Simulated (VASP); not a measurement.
Wanted: the native input for a VASP 6.6.1 run.

- Task: evGW quasiparticle levels
- Functional: PBE
- Potentials or basis: VASP PAW PBE potentials, release 64 (Li_GW, H_GW)
- Cutoff: 450 eV
- k mesh: 6 × 6 × 6
- Occupations: gaussian, width 0.01 eV
- Spin: no spin polarisation
- Cutoff of the response function: 150
- Frequency points: 48
- Empty bands: 41
- GW scheme: evGW
- GW iterations: 4
- Further INCAR settings: ALGO = EVGW; EDIFF = 1e-08; NBANDS = 42

The system is LiH.

```xyz
2
Lattice="0.0000 2.0368 2.0368 2.0368 0.0000 2.0368 2.0368 2.0368 0.0000" Properties=species:S:1:pos:R:3 pbc="T T T"
Li    0.0000    0.0000    0.0000
H     2.0368    2.0368    2.0368
```

One way to write it, as run:

POSCAR

```
LiH
1.0
    0.0000000000      2.0367500000      2.0367500000
    2.0367500000      0.0000000000      2.0367500000
    2.0367500000      2.0367500000      0.0000000000
Li H
1 1
Direct
    0.0000000000      0.0000000000      0.0000000000
    0.5000000000      0.5000000000      0.5000000000
```

INCAR.step1

```
SYSTEM = LiH
ALGO     = Normal         ! electronic algorithm
EDIFF    = 1E-8           ! SCF threshold, eV
ENCUT    = 450            ! plane-wave cutoff, eV
GGA      = PE             ! functional
ISMEAR   = 0              ! smearing method
LASPH    = .TRUE.         ! aspherical terms in the spheres
LCHARG   = .FALSE.        ! write CHGCAR
LREAL    = .FALSE.        ! projectors in reciprocal space
LWAVE    = .TRUE.         ! write WAVECAR
NELM     = 80             ! most SCF steps
PREC     = Accurate       ! precision mode
SIGMA    = 0.01           ! smearing width, eV
```

INCAR.step2

```
SYSTEM = LiH
ALGO     = Exact          ! electronic algorithm
EDIFF    = 1E-8           ! SCF threshold, eV
ENCUT    = 450            ! plane-wave cutoff, eV
GGA      = PE             ! functional
ISMEAR   = 0              ! smearing method
ISTART   = 1            
LASPH    = .TRUE.         ! aspherical terms in the spheres
LCHARG   = .FALSE.        ! write CHGCAR
LOPTICS  = .TRUE.         ! frequency-dependent dielectric function
LREAL    = .FALSE.        ! projectors in reciprocal space
LWAVE    = .TRUE.         ! write WAVECAR
NBANDS   = 42             ! bands
NELM     = 1              ! most SCF steps
PREC     = Accurate       ! precision mode
SIGMA    = 0.01           ! smearing width, eV
```

INCAR.step3

```
SYSTEM = LiH
ALGO     = EVGW           ! electronic algorithm
EDIFF    = 1E-8           ! SCF threshold, eV
ENCUT    = 450            ! plane-wave cutoff, eV
ENCUTGW  = 150            ! cutoff of the response function
GGA      = PE             ! functional
ISMEAR   = 0              ! smearing method
ISTART   = 1            
LASPH    = .TRUE.         ! aspherical terms in the spheres
LCHARG   = .FALSE.        ! write CHGCAR
LREAL    = .FALSE.        ! projectors in reciprocal space
LWAVE    = .FALSE.        ! write WAVECAR
NBANDS   = 42             ! bands
NBANDSGW = 9            
NELMGW   = 4            
NOMEGA   = 48             ! frequency points
PREC     = Accurate       ! precision mode
PRECFOCK = Fast         
SIGMA    = 0.01           ! smearing width, eV
```

KPOINTS

```
k-points
0
G
  6 6 6
  0 0 0
```

Potentials or basis: VASP PAW PBE potentials, release 64 (Li_GW, H_GW).

Run with:

```sh
$ cat potpaw_PBE.64/Li_GW/POTCAR potpaw_PBE.64/H_GW/POTCAR > POTCAR
$ cp INCAR.step1 INCAR
$ mpirun -np 1 vasp_std > vasp.out
$ cp INCAR.step2 INCAR
$ mpirun -np 1 vasp_std > vasp.out
$ cp INCAR.step3 INCAR
$ mpirun -np 1 vasp_std > vasp.out
```

Results of the run:

The band gap on the k mesh, mean-field level is 3.01 eV, direct. The quasiparticle gap is 5.92 eV and the least direct quasiparticle gap is 5.92 eV.

Caveat: the k mesh is coarse (spacing up to 0.45 Å⁻¹), so the values aren't converged; bands, screening cutoff and mesh are small and nothing is extrapolated, so the quasiparticle values aren't converged.

It took 3.7 min on 1 thread of AMD EPYC 9R45 (Zen 5) (shared host), peak memory 0.18 GiB.
